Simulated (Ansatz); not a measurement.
## TiO$_{2}$ (Fm-3m): G0W0 and the treatment of frequencies and band sums

```xyz
3
Lattice="0.0000 2.3305 2.3305 2.3305 0.0000 2.3305 2.3305 2.3305 0.0000" Properties=species:S:1:pos:R:3 pbc="T T T"
Ti    0.0000    0.0000    0.0000
O     1.1652    1.1652    1.1652
O     3.4957    3.4957    3.4957
```

Held fixed (Ansatz):

```
orbitals        : PBE
datasets        : hard PAW set made for 700 eV
k mesh          : 4×4×4
response cutoff : 200 eV
wave cutoff     : 700 eV
```

The gap is read from k = (0, -0.5, -0.5) to Γ, linearised, between the Kohn-Sham band edges among the points solved. ε∞ is the electronic dielectric constant on this mesh. Runs with cut sums weigh the q → 0 term analytically. The completed-sum build treats it its own way, which on a coarse mesh shifts the gap as well.

```csv
treatment,KS gap (eV),G0W0 gap (eV),ε∞
"contour deformation, sums cut at 163 empty bands",1.20,2.49,9.7
"plasmon pole fitted at 29.52i eV, sums cut at 163 empty bands",1.20,2.38,9.7
"contour deformation, 67 empty bands and completed sums (trial build, its own q → 0 term)",1.20,2.54,9.6
```

Farthest from contour deformation, sums cut at 163 empty bands in the G0W0 gap: plasmon pole fitted at 29.52i eV, sums cut at 163 empty bands (-0.11 eV). The nearest differs by 0.053 eV.

The cell is a model at fixed atoms and needn't be the relaxed known crystal. Points k are given in fractions of the reciprocal vectors. The mesh is coarse, so these are values at the stated settings, not converged ones. Band sums or response are cut, so the gap isn't at its basis limit. The gap is read on the mesh, and the crystal's band edges can lie off it. Meshes this coarse can overestimate the dielectric constant by a tenth and more.
